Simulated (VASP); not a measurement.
# CuI: forms and broadenings of the independent-particle spectrum

CuI, P-3m1 (no. 164), 4 atoms in the cell. PBE, independent-particle dielectric function; PAW potentials I, Cu (PBE set).

## Input

INCAR.step1:
```
PREC = Accurate
ENCUT = 340
ISMEAR = 0
SIGMA = 0.02
EDIFF = 1E-8
LASPH = True
KPAR = 4
LWAVE = False
LCHARG = False
LEPSILON = True
```

INCAR.step2, as INCAR.step1 but for:
```
- LWAVE = False
- LEPSILON = True
+ LWAVE = True
+ NBANDS = 66
```

INCAR.step3:
```
PREC = Accurate
ENCUT = 340
ISMEAR = 0
SIGMA = 0.02
EDIFF = 1E-7
LASPH = True
KPAR = 4
LWAVE = False
LCHARG = False
LOPTICS = True
NBANDS = 66
NEDOS = 2000
CSHIFT = 0.1
ALGO = None
NELM = 1
ISTART = 1
```

INCAR.step4, as INCAR.step3 but for:
```
+ LNABLA = True
```

INCAR.step5, as INCAR.step4 but for:
```
- LNABLA = True
+ LPEAD = True
+ IPEAD = 1
```

INCAR.step6, as INCAR.step5 but for:
```
- IPEAD = 1
+ IPEAD = 3
```

INCAR.step7 changes the same tag again: IPEAD = 4.

INCAR.step8, as INCAR.step7 but for:
```
- CSHIFT = 0.1
- LPEAD = True
- IPEAD = 4
+ CSHIFT = 0.2
```

INCAR.step9, as INCAR.step8 but for:
```
- CSHIFT = 0.2
+ CSHIFT = 0.05
```

INCAR.step10 changes the same tag again: CSHIFT = 0.01.

INCAR.step11, as INCAR.step10 but for:
```
- ISMEAR = 0
- CSHIFT = 0.01
+ ISMEAR = -5
+ CSHIFT = 0.1
```

INCAR.step12, as INCAR.step11 but for:
```
- ISMEAR = -5
- SIGMA = 0.02
+ ISMEAR = 0
+ SIGMA = 0.2
```

INCAR.step13, as INCAR.step12 but for:
```
- SIGMA = 0.2
+ SIGMA = 0.02
+ OMEGAMAX = 12
```

INCAR.step14, as INCAR.step13 but for:
```
- OMEGAMAX = 12
+ OMEGAMAX = 60
```

KPOINTS:
```
k-points
0
Gamma
  8 8 4
```

POSCAR:
```
CuI
1.0
    4.1286179350      0.0000000000      0.0000000000
   -2.0643089675      3.5754880142      0.0000000000
    0.0000000000      0.0000000000      7.4781060413
I Cu
2 2
Direct
    0.6666666667      0.3333333333      0.2452517500
    0.3333333333      0.6666666667      0.7547482500
    0.3333333333      0.6666666667      0.4100475600
    0.6666666667      0.3333333333      0.5899524400
```

Commands (each step's output is kept before the next begins):
```
cat potpaw_PBE.64/I/POTCAR potpaw_PBE.64/Cu/POTCAR > POTCAR
cp INCAR.step1 INCAR
mpirun -np 4 vasp_std > vasp.out
rm WAVECAR CHG
cp INCAR.step2 INCAR
mpirun -np 4 vasp_std > vasp.out
cp INCAR.step3 INCAR
mpirun -np 4 vasp_std > vasp.out
cp INCAR.step4 INCAR
mpirun -np 4 vasp_std > vasp.out
cp INCAR.step5 INCAR
mpirun -np 4 vasp_std > vasp.out
cp INCAR.step6 INCAR
mpirun -np 4 vasp_std > vasp.out
cp INCAR.step7 INCAR
mpirun -np 4 vasp_std > vasp.out
cp INCAR.step8 INCAR
mpirun -np 4 vasp_std > vasp.out
cp INCAR.step9 INCAR
mpirun -np 4 vasp_std > vasp.out
cp INCAR.step10 INCAR
mpirun -np 4 vasp_std > vasp.out
cp INCAR.step11 INCAR
mpirun -np 4 vasp_std > vasp.out
cp INCAR.step12 INCAR
mpirun -np 4 vasp_std > vasp.out
cp INCAR.step13 INCAR
mpirun -np 4 vasp_std > vasp.out
cp INCAR.step14 INCAR
mpirun -np 4 vasp_std > vasp.out
```

## Result

- Direct gap on the mesh (eV): 1.68
- Gap on the mesh (eV): 1.68
- Bands: 66

One ground state, settings moved in the last step alone:

| Settings | ε at zero frequency | Mean energy of the absorption, weighted by Im ε (eV) | Time (s) |
|---|---|---|---|
| longitudinal form, CSHIFT 0.1 | 6.20 | 6.52 | 8 |
| transversal form (LNABLA) | 6.44 | 6.51 | 8 |
| finite differences (LPEAD), order 1 | 5.85 | 6.68 | 9 |
| finite differences (LPEAD), order 3 | 6.13 | 6.55 | 18 |
| finite differences (LPEAD), order 4 | 6.14 | 6.54 | 22 |
| CSHIFT 0.2 | 6.19 | 6.53 | 6 |
| CSHIFT 0.05 | 6.20 | 6.52 | 9 |
| CSHIFT 0.01 | 6.20 | 6.54 | 6 |
| tetrahedron method | 6.12 | 6.57 | 9 |
| SIGMA 0.2 | 6.20 | 6.52 | 9 |
| OMEGAMAX 12, which cuts the spectrum short | 5.92 | 6.50 | 6 |
| OMEGAMAX 60 | 6.20 | 6.52 | 9 |

The mean energy covers the spectrum up to 12 eV.

On the same mesh, density-functional perturbation theory with local fields gives ε = 5.48.

Limits: The 8×8×4 mesh is coarse for a spectrum: peaks stand apart that a denser mesh merges, and ε at zero frequency can be far too high; spin-orbit coupling is left out, which can matter with atoms this heavy.

VASP 6.6.1 took 502 s on 4 cores (Intel Xeon Platinum 8259CL @ 2.50GHz (Skylake/Cascade Lake)), a shared host.
